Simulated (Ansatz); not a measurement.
Geometry optimisation in Ansatz: input, command and trajectory.

```yaml
crystal:
  lattice:
    - [-7.4100823451, 0.0, 0.0]
    - [-1.8525205863, -7.3941828395, 0.0]
    - [-3.7050411726, 0.0, 7.3582195174]
  atoms:
    - { symbol: Zr, position: [0.241673865, 0.791265887, 0.6283872061] }
    - { symbol: Si, position: [0.9932748417, 0.7890924155, 0.1249392296] }
    - { symbol: Si, position: [0.7418430403, 0.793159714, 0.6278527025] }
    - { symbol: Zr, position: [0.4916125096, 0.789455373, 0.1258809406] }
    - { symbol: Si, position: [0.511162545, 0.2080116802, 0.8708341277] }
    - { symbol: Zr, position: [0.2548644691, 0.2114425122, 0.3802265155] }
    - { symbol: Zr, position: [0.0115120601, 0.2161477508, 0.8707670889] }
    - { symbol: Zr, position: [0.7625949356, 0.2103232833, 0.3738407223] }
    - { symbol: Si, position: [0.4106522166, 0.1062186014, 0.6226270286] }
    - { symbol: Si, position: [0.1604268714, 0.1012604181, 0.124745657] }
    - { symbol: Zr, position: [0.905724294, 0.1075023188, 0.6278698617] }
    - { symbol: Si, position: [0.6612836576, 0.104962156, 0.121692657] }
    - { symbol: Si, position: [0.3370007241, 0.8952505941, 0.8761534781] }
    - { symbol: Si, position: [0.0938321638, 0.8910465898, 0.3711007681] }
    - { symbol: Si, position: [0.8379446512, 0.8914211621, 0.8728229143] }
    - { symbol: Si, position: [0.5899906825, 0.8925190737, 0.3697965516] }
    - { symbol: Si, position: [0.5639412206, 0.5023834809, 0.616351764] }
    - { symbol: Zr, position: [0.3082607038, 0.5049658661, 0.1284489867] }
    - { symbol: Zr, position: [0.0629765843, 0.5010047767, 0.6229382426] }
    - { symbol: Si, position: [0.8165075374, 0.4985235517, 0.1255123508] }
    - { symbol: Si, position: [0.1923341148, 0.4959366025, 0.8738904398] }
    - { symbol: Si, position: [0.9381514905, 0.503315764, 0.3709176353] }
    - { symbol: Si, position: [0.6901995072, 0.4985077656, 0.8736805866] }
    - { symbol: Si, position: [0.4369290053, 0.5014714462, 0.377620592] }
  symmetry: { detect: false }
basis:
  ecutwfc: 420
kpoints:
  mp_grid: { grid: [2, 2, 2], shift: [0.5, 0.5, 0.5] }
hamiltonian:
  xc: pbe
scf:
  occupations: { method: gaussian, width: 0.1 }
  lower_state_search: "off"
output:
  forces: true
  stress: true
  eigenvalues: true
relax:
  adjacent_minimum: "off"
  f_tol: 0.04
  max_steps: 50
  cell: { stress_tol: 0.3 }
```

```bash
ansatz run input.yaml --threads 4 --pin off --max-ram 9216MiB --backend cpu --events-out ev --progress --plain --runs-dir out
```

All numbers below come from DFT PBE, scalar-relativistic, plane waves, PAW in Ansatz.

Of 49 frames 8 are shown, positions in Å and forces in eV/Å; the SCF threshold varies from step to step. Steps run on the plane waves of an earlier cell, with a Pulay correction in the pressure. The basis is chosen afresh for the last frame, the zero of the energies, and at times for earlier ones too; energy and pressure can step there, also at an unchanged geometry. Where two frames share a geometry here, they differ by under 2 meV/atom and 0.3 GPa. The mark taken_back stands on steps that the optimiser undid.

```xyz
24
Lattice="-7.4101 0.0000 0.0000 -1.8525 -7.3942 0.0000 -3.7050 0.0000 7.3582" Properties=species:S:1:pos:R:3:forces:R:3 pbc="T T T" step=1 free_energy_over_end_meV_per_atom=459.76 pressure_GPa=8.71
Zr   -5.5849   -5.8508    4.6238   -1.7547   -0.5230   -0.9694
Si   -9.2850   -5.8347    0.9193    0.6006   -0.2545   -0.2818
Si   -9.2927   -5.8648    4.6199    0.5853   -0.2122    0.0479
Zr   -5.5718   -5.8374    0.9263   -1.5238   -0.7911    0.2919
Si   -7.3996   -1.5381    6.4078    0.7294   -0.6947    0.5829
Zr   -3.6890   -1.5634    2.7978   -0.7355    1.9812   -1.6460
Zr   -3.7120   -1.5982    6.4073   -0.7172    1.7901    2.3943
Zr   -7.4256   -1.5552    2.7508    0.7909    0.2947   -1.0543
Si   -5.5466   -0.7854    4.5814   -0.0616   -0.3468    0.3680
Si   -1.8386   -0.7487    0.9179   -0.7197   -0.5096   -0.5557
Zr   -9.2369   -0.7949    4.6200    1.7583   -2.5567    0.6098
Si   -5.5455   -0.7761    0.8954    0.4627   -0.4447   -0.1028
Si   -7.4019   -6.6196    6.4469   -0.3538    0.4141    0.2013
Si   -3.7209   -6.5886    2.7306    0.2619    1.2453   -0.9892
Si  -11.0945   -6.5913    6.4224   -0.1915    1.7016    1.8016
Si   -7.3954   -6.5994    2.7210   -0.8851    0.3030    0.3012
Si   -7.3931   -3.7147    4.5353   -0.2144    0.0813    0.1145
Zr   -3.6956   -3.7338    0.9452    0.9722   -0.2516   -0.6557
Zr   -3.7028   -3.7045    4.5837    0.5137   -1.5722   -0.6345
Si   -7.4389   -3.6862    0.9235    0.1551   -0.1121    0.2524
Si   -5.5817   -3.6670    6.4303    0.0320    0.2064   -0.1926
Si   -9.2584   -3.7216    2.7293    1.5721    0.1287    0.4693
Si   -9.2750   -3.6861    6.4287    0.3689    0.1322   -0.0328
Si   -5.5658   -3.7080    2.7786   -1.6460   -0.0092   -0.3206
24
Lattice="-7.8192 -0.1526 0.1357 -2.1071 -6.9791 -0.2444 -4.0444 0.2006 7.7060" Properties=species:S:1:pos:R:3:forces:R:3 pbc="T T T" step=8 free_energy_over_end_meV_per_atom=73.22 pressure_GPa=0.35
Zr   -6.5070   -5.5823    4.5914   -0.0702   -0.0243    0.1180
Si   -9.9428   -6.0836    0.6853   -0.0380   -0.0196    0.0187
Si   -9.2731   -5.2386    4.5795   -0.1468   -0.2457    0.0572
Zr   -6.2907   -5.5120    0.7156   -0.0952    0.0210    0.0586
Si   -7.3800   -1.8179    6.7130    0.1836   -0.0079    0.1832
Zr   -4.3073   -1.1418    2.9716    0.1295    0.0402   -0.2013
Zr   -4.3556   -1.2108    6.8040    0.0207   -0.1867    0.1839
Zr   -7.7612   -1.3241    2.4992    0.0851   -0.0270    0.1385
Si   -6.3276   -0.7560    4.7877    0.0318    0.1575   -0.1107
Si   -2.4391   -0.8832    0.9351   -0.0731    0.0177    0.1375
Zr   -9.2913   -0.8449    5.1460   -0.1319    0.0639   -0.0264
Si   -5.6066   -1.3133    0.5541    0.0053    0.0849    0.2759
Si   -8.1660   -5.7009    6.8299    0.0531   -0.0607   -0.1050
Si   -4.2777   -5.9823    2.7054    0.0112   -0.1291    0.0017
Si  -12.3822   -6.0626    6.6715    0.0707    0.0164    0.0713
Si   -8.2433   -6.0721    2.4965   -0.1671    0.0208   -0.0460
Si   -7.7489   -3.1867    4.5825    0.2181    0.1508   -0.1840
Zr   -3.6979   -3.7516    1.1035   -0.0493   -0.0627   -0.2689
Zr   -3.7824   -3.8890    4.8194   -0.0060   -0.0377   -0.0864
Si   -8.4963   -3.7058    1.3208   -0.1239    0.0511   -0.0655
Si   -5.8701   -3.6529    6.6098   -0.0278    0.0611   -0.0463
Si   -9.8786   -2.9232    3.2000    0.2598    0.0445   -0.0813
Si   -9.7457   -3.1057    6.8455   -0.1881    0.0673   -0.0913
Si   -5.9174   -3.4747    2.8389    0.0485    0.0044    0.0684
24
Lattice="-7.8791 -0.1857 0.1397 -2.1551 -6.8156 -0.3145 -4.0783 0.2549 7.8739" Properties=species:S:1:pos:R:3:forces:R:3 pbc="T T T" step=15 free_energy_over_end_meV_per_atom=67.54 pressure_GPa=0.04
Zr   -6.6091   -5.4817    4.7100   -0.0150   -0.0075    0.0136
Si  -10.0704   -5.9791    0.5888    0.0015    0.0074    0.0298
Si   -9.4276   -5.2795    4.5617    0.0140   -0.0026   -0.0229
Zr   -6.3912   -5.2807    0.7281   -0.0079    0.0060   -0.0039
Si   -7.3905   -1.5807    6.8774    0.0034    0.0080    0.0182
Zr   -4.2947   -1.0785    2.9769    0.0158    0.0066    0.0029
Zr   -4.3571   -1.2294    7.0284    0.0110   -0.0059    0.0190
Zr   -7.8251   -1.2969    2.5916   -0.0021    0.0081   -0.0101
Si   -6.3054   -0.8105    4.8688   -0.0034    0.0217   -0.0040
Si   -2.4364   -0.8182    0.9936   -0.0015    0.0154    0.0056
Zr   -9.3516   -0.7658    5.2034   -0.0092    0.0125    0.0026
Si   -5.7236   -1.4104    0.7099   -0.0028   -0.0041    0.0032
Si   -8.2962   -5.4404    6.9192    0.0249    0.0040    0.0062
Si   -4.4201   -5.7585    2.7171    0.0062   -0.0059    0.0093
Si  -12.4696   -5.9561    6.8030   -0.0037   -0.0123   -0.0127
Si   -8.3594   -5.9100    2.4696   -0.0199   -0.0077   -0.0037
Si   -7.7930   -3.0916    4.6465   -0.0068   -0.0052    0.0077
Zr   -3.7105   -3.5988    1.0043    0.0080   -0.0087   -0.0250
Zr   -3.8221   -3.7921    4.8728   -0.0043   -0.0022   -0.0004
Si   -8.7400   -3.6540    1.2930   -0.0009   -0.0101    0.0000
Si   -5.9715   -3.4912    6.6007   -0.0174    0.0006   -0.0230
Si   -9.9367   -2.9168    3.2500    0.0045   -0.0173    0.0043
Si   -9.8036   -2.9684    6.8777    0.0008   -0.0014   -0.0080
Si   -5.8853   -3.4114    2.9303    0.0046    0.0006   -0.0088
24
Lattice="-7.8243 -0.1383 0.0458 -2.0941 -6.7366 -0.3244 -3.9577 0.2651 7.9392" Properties=species:S:1:pos:R:3:forces:R:3 pbc="T T T" step=22 free_energy_over_end_meV_per_atom=64.97 pressure_GPa=0.07
Zr   -6.4870   -5.4181    4.6898   -0.0126   -0.0112    0.0158
Si   -9.9787   -5.8864    0.6867   -0.0031   -0.0040    0.0065
Si   -9.2902   -5.2251    4.4432    0.0250   -0.0066    0.0015
Zr   -6.2751   -5.1694    0.5878   -0.0429   -0.0057    0.0311
Si   -7.2602   -1.3448    6.9820    0.0606    0.0401   -0.0043
Zr   -4.2129   -1.0592    2.9406    0.0025   -0.0461   -0.0260
Zr   -4.2135   -1.2442    7.1134    0.0120    0.0381   -0.0113
Zr   -7.7094   -1.3188    2.5817    0.0066    0.0422   -0.0310
Si   -6.1891   -0.8398    4.8964    0.0182    0.0194   -0.0184
Si   -2.2974   -0.7325    1.0294   -0.0175   -0.0296    0.0321
Zr   -9.2107   -0.6174    5.1918   -0.0135   -0.0121    0.0206
Si   -5.6569   -1.3646    0.6403   -0.0041   -0.0107   -0.0131
Si   -7.9824   -5.2975    6.9493    0.0397   -0.0048   -0.0004
Si   -4.2685   -5.6565    2.7055    0.0029    0.0052   -0.0018
Si  -12.3701   -5.8232    6.8033   -0.0089   -0.0079   -0.0356
Si   -8.1865   -5.8395    2.4221   -0.0430    0.0135   -0.0201
Si   -7.7791   -3.0519    4.6927   -0.0459   -0.0002    0.0586
Zr   -3.6207   -3.5053    0.9302   -0.0311   -0.0216    0.0147
Zr   -3.7521   -3.7487    4.9141   -0.0068    0.0100   -0.0114
Si   -8.6760   -3.6586    1.1897    0.0213    0.0024   -0.0014
Si   -5.9605   -3.3916    6.5356   -0.0122   -0.0257   -0.0041
Si   -9.8318   -2.8955    3.1652    0.0246    0.0186    0.0004
Si   -9.5924   -2.8853    6.7619   -0.0009   -0.0184    0.0179
Si   -5.7549   -3.3868    2.9061    0.0292    0.0151   -0.0204
24
Lattice="-8.0259 -0.2203 0.0629 -2.2263 -6.7881 -0.1348 -4.0754 0.0397 7.7456" Properties=species:S:1:pos:R:3:forces:R:3 pbc="T T T" step=28 free_energy_over_end_meV_per_atom=81.53 pressure_GPa=0.36 taken_back
Zr   -6.7110   -5.5411    4.5678   -0.2131    0.3681    0.5411
Si  -10.4936   -6.2288    1.0491    0.0382    0.1578    0.4449
Si   -9.5406   -5.4536    4.5746   -0.3507    0.3178    0.3231
Zr   -6.6933   -5.3019    0.5782    0.6734   -0.1632    0.4547
Si   -7.4112   -1.0841    6.9889    0.1524   -0.0703    0.4720
Zr   -4.4422   -1.1690    2.8060    0.6656   -0.4313    0.3259
Zr   -4.4589   -1.1590    7.0256    0.5970   -1.0342   -0.9175
Zr   -7.5963   -1.9222    2.4541   -0.4678   -0.1272    0.0017
Si   -6.4397   -0.9573    4.7913    0.2976   -0.4416   -0.2784
Si   -2.1706   -1.0784    1.3993    0.3381   -0.0658    0.2023
Zr   -9.4257   -0.7917    5.1278    0.0238    0.1160   -0.0057
Si   -5.7594   -1.3645    0.4476    0.3123    0.8226    0.0650
Si   -8.1953   -5.7780    6.9738   -0.5470    0.6816   -0.1555
Si   -4.5081   -5.7862    2.7507   -0.0337   -0.2847   -0.1039
Si  -12.9203   -6.0145    6.7918   -0.3730    0.2392    0.0038
Si   -8.5868   -6.1354    2.5822    0.0853   -0.0194   -0.7822
Si   -8.2107   -3.2856    4.8853    0.1619    0.1695    0.6816
Zr   -3.7572   -3.6052    0.8443   -0.5382    0.4377    0.2212
Zr   -3.7942   -3.9534    4.9376   -0.4926    0.4038   -0.2165
Si   -9.0464   -3.8561    1.0891   -0.2073   -0.3063   -0.0682
Si   -6.1290   -3.4295    6.3870    0.0740   -0.1825    0.0731
Si  -10.0582   -2.9992    3.2793   -0.3674   -0.0126   -0.8893
Si   -9.9701   -3.0969    6.7221   -0.0507   -0.6048   -0.4066
Si   -5.6549   -3.6718    2.8683    0.2221    0.0296    0.0133
24
Lattice="-8.4227 -0.0814 -0.0574 -2.1869 -6.8718 -0.0087 -4.1543 -0.0464 7.0757" Properties=species:S:1:pos:R:3:forces:R:3 pbc="T T T" step=35 free_energy_over_end_meV_per_atom=24.58 pressure_GPa=0.21
Zr   -7.0054   -5.4542    4.2618    0.0564    0.1654    0.1333
Si  -10.8427   -6.1927    1.1968   -0.0212   -0.1202    0.0159
Si   -9.8189   -5.3950    4.4002   -0.0029   -0.0045    0.0527
Zr   -6.9124   -5.3135    0.5524   -0.0547   -0.0528   -0.0168
Si   -7.9781   -1.1591    6.8160   -0.0030    0.0259   -0.1311
Zr   -4.3826   -1.1951    2.4832    0.0382   -0.0683    0.2042
Zr   -4.3926   -1.2325    6.2417   -0.0089   -0.0052    0.0227
Zr   -7.8274   -2.1677    2.2406    0.0002    0.0624   -0.0229
Si   -6.5432   -0.9937    4.4057    0.0006   -0.0305   -0.0752
Si   -1.8042   -1.1093    1.4825   -0.0726    0.0178   -0.0234
Zr   -9.7972   -0.7507    4.4683   -0.0542    0.0300    0.0464
Si   -6.1838   -0.9237    0.3126    0.0935    0.1059    0.0316
Si   -8.6541   -6.1638    6.4334    0.0098   -0.0599   -0.0263
Si   -4.7984   -5.8702    2.5111   -0.0672   -0.0322   -0.0598
Si  -13.4272   -5.9299    6.1449    0.0149    0.0597   -0.0213
Si   -8.7963   -6.3387    2.3805    0.0628    0.0195   -0.0185
Si   -8.4665   -3.1884    4.7486   -0.1425    0.0147   -0.0074
Zr   -3.8165   -3.8027    0.6558    0.0639    0.0538   -0.0067
Zr   -3.7693   -4.1201    4.4633   -0.0463    0.0615    0.0649
Si   -9.3477   -3.7481    0.5714   -0.0260   -0.0540    0.0745
Si   -6.1300   -3.1768    5.5870    0.1028   -0.1191    0.0497
Si  -10.4375   -3.1210    2.7695    0.0492    0.0358   -0.1279
Si  -10.4039   -3.1024    6.1993   -0.0049    0.0504   -0.1390
Si   -5.6794   -3.5826    2.6379    0.0123   -0.1561   -0.0193
24
Lattice="-8.5774 -0.1555 -0.0717 -2.2995 -6.8222 0.0476 -4.2175 -0.1430 7.0227" Properties=species:S:1:pos:R:3:forces:R:3 pbc="T T T" step=42 free_energy_over_end_meV_per_atom=5.70 pressure_GPa=0.13
Zr   -7.1572   -5.3973    4.2977   -0.0352    0.0626   -0.2210
Si  -11.2482   -6.2152    2.2789    0.0239    0.1961    0.0830
Si   -9.9809   -5.3578    4.4812    0.0218    0.0670    0.0879
Zr   -7.1335   -5.3094    0.4880    0.0857    0.0483   -0.0180
Si   -8.3593   -1.4549    6.7162    0.0155    0.0366    0.0343
Zr   -4.3642   -1.3478    2.3995    0.0701   -0.1197    0.1869
Zr   -4.4115   -1.3147    6.1860   -0.1650   -0.0851   -0.0758
Zr   -7.9955   -2.1203    2.2936    0.0833   -0.0778   -0.0050
Si   -6.3916   -1.0849    4.2838    0.0414   -0.1688   -0.0912
Si   -1.8320   -1.0973    1.3397    0.0311    0.1238    0.0082
Zr  -10.1725   -0.8635    4.4165   -0.1133   -0.0639    0.0840
Si   -6.4097   -0.8605    0.3477    0.1143   -0.0608    0.0868
Si   -8.9792   -6.5296    6.3585   -0.0884    0.1041   -0.0407
Si   -5.1608   -5.9209    2.4475    0.0387    0.0613   -0.0122
Si  -13.7965   -5.8946    6.1686   -0.1004    0.1254    0.0430
Si   -8.8480   -6.2879    2.3880   -0.1405   -0.0230   -0.1149
Si   -8.6083   -3.1110    4.7962    0.1327    0.1760   -0.0683
Zr   -3.7674   -4.1129    0.5443    0.0819   -0.1401    0.0186
Zr   -3.8398   -4.2066    4.2921    0.0328   -0.0783   -0.0824
Si   -9.4686   -3.7307    0.5878    0.0307   -0.0791    0.0698
Si   -6.1762   -3.2240    5.5553    0.0645   -0.1110   -0.0616
Si  -10.6223   -3.1849    2.6571   -0.0282    0.0754    0.0362
Si  -10.6440   -3.2248    6.0688   -0.0793   -0.0069    0.0312
Si   -5.8143   -3.6307    2.4415   -0.1187   -0.0620    0.0211
24
Lattice="-8.5832 -0.1668 -0.0864 -2.3122 -6.8265 0.0709 -4.2058 -0.1754 7.0309" Properties=species:S:1:pos:R:3:forces:R:3 pbc="T T T" step=49 free_energy_over_end_meV_per_atom=0.00 pressure_GPa=0.09
Zr   -7.1821   -5.4022    4.2627   -0.0066   -0.0145   -0.0064
Si  -11.2640   -6.2376    2.3997   -0.0034   -0.0032    0.0086
Si   -9.9409   -5.2317    4.4996   -0.0021   -0.0086    0.0029
Zr   -7.1433   -5.3283    0.4817   -0.0043   -0.0102    0.0069
Si   -8.3371   -1.5036    6.7654   -0.0007    0.0052    0.0001
Zr   -4.3441   -1.3965    2.4086   -0.0007    0.0237   -0.0001
Zr   -4.4337   -1.3457    6.1857    0.0013    0.0078    0.0172
Zr   -7.9961   -2.1432    2.2811   -0.0053    0.0095   -0.0047
Si   -6.3452   -1.1927    4.2491    0.0030   -0.0010    0.0013
Si   -1.8152   -1.0487    1.3302   -0.0026   -0.0013   -0.0049
Zr  -10.2451   -0.8912    4.4626    0.0163    0.0119   -0.0182
Si   -6.4079   -0.8946    0.3462   -0.0013    0.0060    0.0049
Si   -9.0291   -6.5728    6.2776   -0.0026    0.0034   -0.0011
Si   -5.1764   -5.9497    2.4743    0.0046   -0.0018   -0.0049
Si  -13.8875   -5.9086    6.2228   -0.0035   -0.0061    0.0000
Si   -8.8739   -6.3382    2.3878   -0.0019    0.0033   -0.0093
Si   -8.5370   -3.0296    4.8236    0.0060   -0.0018   -0.0137
Zr   -3.7252   -4.2296    0.5563    0.0142   -0.0089   -0.0026
Zr   -3.8489   -4.2454    4.2881    0.0081   -0.0116    0.0015
Si   -9.4577   -3.7491    0.6166    0.0030    0.0023   -0.0019
Si   -6.1402   -3.3112    5.5926   -0.0203   -0.0041    0.0149
Si  -10.6405   -3.1683    2.6538    0.0076   -0.0031   -0.0022
Si  -10.6666   -3.2689    6.0563   -0.0084    0.0018    0.0052
Si   -5.8274   -3.6712    2.4133   -0.0004    0.0012    0.0065
```

It took 6.2 min on 4 threads of Intel(R) Xeon(R) Platinum 8488C (Sapphire Rapids) (shared host), peak memory 1.3 GiB.

The k mesh is coarse.